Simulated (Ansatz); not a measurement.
# AgBr: the cost of one run

Method: DFT PBEsol, scalar-relativistic, plane waves, PAW, in Ansatz 0.2.0.

## 1. The starting structure

It takes space group Fm-3m (No. 225, cubic). The conventional cell has a = 5.772 Å, b = 5.772 Å, c = 5.772 Å, α = 90.00°, β = 90.00°, γ = 90.00°. Ag (site symmetry m-3m) is surrounded by 6 Br at 2.89 Å. Br (site symmetry m-3m) has 6 Ag at 2.89 Å as nearest neighbours.

As a file:

```
Ag Br
1.0
    -5.77210    5.77210    0.00000
    -5.77210    0.00000    5.77210
     0.00000    5.77210    5.77210
Ag Br
8 8
Direct
  0.75000 0.75000 0.75000
  0.25000 0.75000 0.75000
  0.75000 0.25000 0.75000
  0.75000 0.75000 0.25000
  0.25000 0.25000 0.75000
  0.25000 0.75000 0.25000
  0.75000 0.25000 0.25000
  0.25000 0.25000 0.25000
  0.00000 0.00000 0.00000
  0.50000 0.00000 0.00000
  0.00000 0.50000 0.00000
  0.00000 0.00000 0.50000
  0.50000 0.50000 0.00000
  0.50000 0.00000 0.50000
  0.00000 0.50000 0.50000
  0.50000 0.50000 0.50000
```

No relaxation comes first: the listed cell is the starting point.

## 2. The perfect supercell on the trajectory's mesh

input.yaml

```yaml
crystal:
  lattice:
    - [-5.7721, 5.7721, 0.0]
    - [-5.7721, 0.0, 5.7721]
    - [0.0, 5.7721, 5.7721]
  atoms:
    - { symbol: Ag, position: [0.75, 0.75, 0.75] }
    - { symbol: Ag, position: [0.25, 0.75, 0.75] }
    - { symbol: Ag, position: [0.75, 0.25, 0.75] }
    - { symbol: Ag, position: [0.75, 0.75, 0.25] }
    - { symbol: Ag, position: [0.25, 0.25, 0.75] }
    - { symbol: Ag, position: [0.25, 0.75, 0.25] }
    - { symbol: Ag, position: [0.75, 0.25, 0.25] }
    - { symbol: Ag, position: [0.25, 0.25, 0.25] }
    - { symbol: Br, position: [0.0, 0.0, 0.0] }
    - { symbol: Br, position: [0.5, 0.0, 0.0] }
    - { symbol: Br, position: [0.0, 0.5, 0.0] }
    - { symbol: Br, position: [0.0, 0.0, 0.5] }
    - { symbol: Br, position: [0.5, 0.5, 0.0] }
    - { symbol: Br, position: [0.5, 0.0, 0.5] }
    - { symbol: Br, position: [0.0, 0.5, 0.5] }
    - { symbol: Br, position: [0.5, 0.5, 0.5] }
  symmetry: { detect: false }
basis:
  ecutwfc: 420
kpoints:
  mp_grid: { grid: [2, 2, 2], shift: [0.5, 0.5, 0.5] }
hamiltonian:
  xc: pbesol
scf:
  occupations: { method: gaussian, width: 0.1 }
output:
  forces: true
  stress: true
  eigenvalues: true
```

Launch:

```bash
$ ansatz run input.yaml --threads 4 --pin off --max-ram 5120MiB --backend cpu --events-out ev --progress --plain --runs-dir out
```

What time and memory should one allow on 4 threads of an Arm CPU, shared host?

About 8.5 s, with a peak of 1.1 GiB.
